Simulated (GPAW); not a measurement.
A run of GPAW 26.7.0 is set up as follows.

The input run.py:

```python
from ase import Atoms
from ase.calculators.mixing import SumCalculator
from ase.filters import FrechetCellFilter
from ase.io import write
from ase.optimize import BFGS
from dftd4.ase import DFTD4
from gpaw import GPAW, PW, setup_paths

setup_paths.insert(0, '.')

atoms = Atoms(['Pb', 'Te'],
              cell=[[4.002287, 0.0, 0.0],
                    [0.0, 4.002287, 0.0],
                    [0.0, 0.0, 4.002287]],
              scaled_positions=[[0.0, 0.0, 0.0],
                                [0.5, 0.5, 0.5]],
              pbc=True)

calc = GPAW(mode=PW(600),
            xc='PBEsol',
            kpts={'size': (7, 7, 7), 'gamma': True},
            occupations={'name': 'fermi-dirac', 'width': 0.05},
            nbands=19,
            convergence={'density': 1e-05, 'forces': 0.0001},
            maxiter=150,
            txt='gpaw.txt')
atoms.calc = SumCalculator([calc, DFTD4(method='pbesol')])
opt = BFGS(FrechetCellFilter(atoms), trajectory='relax.traj', logfile='-')
done = opt.run(fmax=0.02, steps=40)
calc.write('gs.gpw')
write('result.traj', atoms)
print('Converged:', done)
print('Cell:', atoms.cell.cellpar().round(4))
print('Volume:', round(atoms.get_volume(), 4))
print(atoms.get_scaled_positions().round(5))
```

Potentials or basis: PAW data sets generated in the run's folder for this functional, pw.

Command:

```sh
$ gpaw-setup -f PBEsol Pb Te
$ OMP_NUM_THREADS=1 python run.py
```

(1) What does it give for the dispersion energy per atom?

(2) Estimate the relaxed volume.

(3) Predict the space group after relaxing (to 0.05 Å).

Results:

(1) -0.293 eV.

(2) 28.84 Å³/atom.

(3) Pm-3m (No. 221).

Caveat: later steps reuse the first step's grids; pairwise dispersion overbinds metals, which lowers pressure and volume.
